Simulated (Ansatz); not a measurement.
# (001) slab of rocksalt RbBr, 17.1 Å thick as cut, bare faces

Ansatz, PAW, plane waves, no spin–orbit coupling unless named; atoms relaxed with PBEsol, the curve by HSE06. The curve holds the local part of the PAW potentials, so its shape inside matter depends on the files.

```
CELL_PARAMETERS angstrom
3.42500 3.42500 0.00000
-3.42500 3.42500 0.00000
0.00000 0.00000 30.12500
ATOMIC_POSITIONS crystal
Br 0.50072 0.49856 0.21594
Br 0.49988 0.49912 0.44323
Br 0.49926 0.49848 0.67075
Br 0.99953 0.99935 0.32961
Br 0.00005 0.99921 0.55706
Br 0.99933 0.99838 0.78447
Rb 0.00026 0.99859 0.21714
Rb 0.99986 0.99927 0.44339
Rb 0.99904 0.99811 0.67107
Rb 0.49973 0.49926 0.32930
Rb 0.49987 0.49906 0.55696
Rb 0.49923 0.49811 0.78310
```

Planar mean of the electrostatic potential energy along the normal, from the vacuum level:

(z (Å), v (eV)): (0.00, 0.00), (0.28, 0.00), (0.70, 0.00), (0.98, 0.00), (1.39, 0.00), (1.67, 0.00), (1.95, 0.00), (2.37, 0.00), (2.65, 0.00), (3.07, 0.00), (3.35, 0.00), (3.77, -0.01), (4.04, -0.03), (4.32, -0.06), (4.74, -0.19), (5.02, -0.42), (5.44, -1.51), (5.72, -3.70), (6.00, -8.80), (6.42, -16.06), (6.69, -15.58), (7.11, -7.48), (7.39, -2.96), (7.81, -0.85), (8.09, -0.47), (8.37, -0.47), (8.79, -1.31), (9.07, -3.06), (9.48, -10.76), (9.76, -15.65), (10.04, -16.05), (10.46, -8.63), (10.74, -3.57), (11.16, -0.98), (11.44, -0.48), (11.85, -0.49), (12.13, -1.01), (12.41, -2.32), (12.83, -8.89), (13.11, -14.53), (13.53, -15.51), (13.81, -10.49), (14.09, -4.76), (14.50, -1.26), (14.78, -0.59), (15.20, -0.45), (15.48, -0.82), (15.90, -2.85), (16.18, -7.21), (16.46, -13.20), (16.88, -16.21), (17.15, -12.16), (17.57, -3.84), (17.85, -1.58), (18.13, -0.71), (18.55, -0.41), (18.83, -0.65), (19.25, -2.18), (19.53, -5.56), (19.94, -14.17), (20.22, -16.54), (20.50, -13.81), (20.92, -5.14), (21.20, -2.04), (21.62, -0.64), (21.90, -0.44), (22.18, -0.60), (22.59, -1.88), (22.87, -4.64), (23.29, -13.32), (23.57, -16.47), (23.99, -12.01), (24.27, -6.11), (24.55, -2.38), (24.96, -0.66), (25.24, -0.28), (25.66, -0.08), (25.94, -0.04), (26.22, -0.01), (26.64, 0.00), (26.92, 0.00), (27.34, 0.00), (27.61, 0.00), (28.03, 0.00), (28.31, 0.00), (28.59, 0.00), (29.01, 0.00), (29.29, 0.00), (29.71, 0.00), (29.99, 0.00)

Question: How far below the vacuum level do the top filled and the lowest empty level lie, by each functional?

Answer: PBEsol: 5.87 and 1.65 eV (gap 4.22 eV, a 6×6×1 mesh); HSE06: 6.63 and 1.19 eV (gap 5.44 eV, a 4×4×1 mesh). Either level can be a surface state and not a band edge of the crystal.
